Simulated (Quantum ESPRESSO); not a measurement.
## Sn: equation of state with r2SCAN

Sn:

```
CELL_PARAMETERS angstrom
-2.02919 2.02919 1.66076
2.02919 -2.02919 1.66076
2.02919 2.02919 -1.66076
ATOMIC_POSITIONS crystal
Sn 0.00000 0.00000 0.00000
```

This isn't the form of Sn at room conditions, which is tetragonal (white tin).

- Program: Quantum ESPRESSO 7.5
- Task: equation of state
- Functional: r2SCAN
- Potentials or basis: SG15 PBE 1.2
- Cutoff: 952 eV
- Density cutoff: 3810 eV
- k mesh: 8 × 8 × 8
- Occupations: fermi-dirac, width 0.05 eV
- Spin: no spin polarisation

```json
{"Equilibrium volume": "26.48 Å³/atom", "Bulk modulus at fixed shape and positions": "56 GPa", "Pressure derivative of the bulk modulus": "4.3"}
```

Energy against volume, from the lowest point:
| volume (Å³/atom) | energy (meV/atom) |
| --- | --- |
| 25.712 | 3.72 |
| 26.259 | 0.00 |
| 26.806 | 0.37 |
| 27.353 | 4.42 |
| 27.901 | 11.80 |
| 28.448 | 22.14 |
| 28.995 | 35.12 |

All runs of the series together: 7.8 min on 2 threads of Intel(R) Xeon(R) 6975P-C (Granite Rapids), with other jobs on the host.

Caveat: the potentials were made for another functional, which shifts forces and pressure; the cell was scaled at fixed shape and fractional positions, which overstates the stiffness of a crystal with free parameters, most of all of layers and chains.
